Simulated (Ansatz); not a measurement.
TiTe:

```
CELL_PARAMETERS angstrom
0.00000 3.31060 3.31060
3.31060 0.00000 3.31060
3.31060 3.31060 0.00000
ATOMIC_POSITIONS crystal
Ti 0.00000 0.00000 0.00000
Te 0.25000 0.25000 0.25000
```

The cell comes from a database or a generator and needn't be the stable form of this composition.

Base run:

| Quantity | Value |
| --- | --- |
| Program | Ansatz 0.2.0 |
| Functional | r2SCAN |
| Potentials or basis | Ansatz PAW |
| Cutoff | 500 eV (not typed: the program's choice for these potentials) |
| k mesh | 7 × 7 × 7 |
| Occupations | fermi-dirac, width 0.05 eV |
| Spin | no spin polarisation |

Its results: band gap on the k mesh none (metal or under the smearing width); pressure -7.1 GPa.

The run is repeated on the same cell with these changes: hubbard terms from none to Ti d U = 2 eV; hubbard projectors from none to ortho-atomic (the default). What comes out?

Band gap on the k mesh none (metal or under the smearing width); pressure -5.8 GPa.

Caveats: the PAW data sets come from PBE, with cores solved anew for the run's functional, which leaves a small shift of forces and pressure; the density of states is complete only up to the lowest level of the last band computed; U without spin polarisation on a metal has little footing (some runs); the U is typed as a test and isn't derived for this compound (some runs).
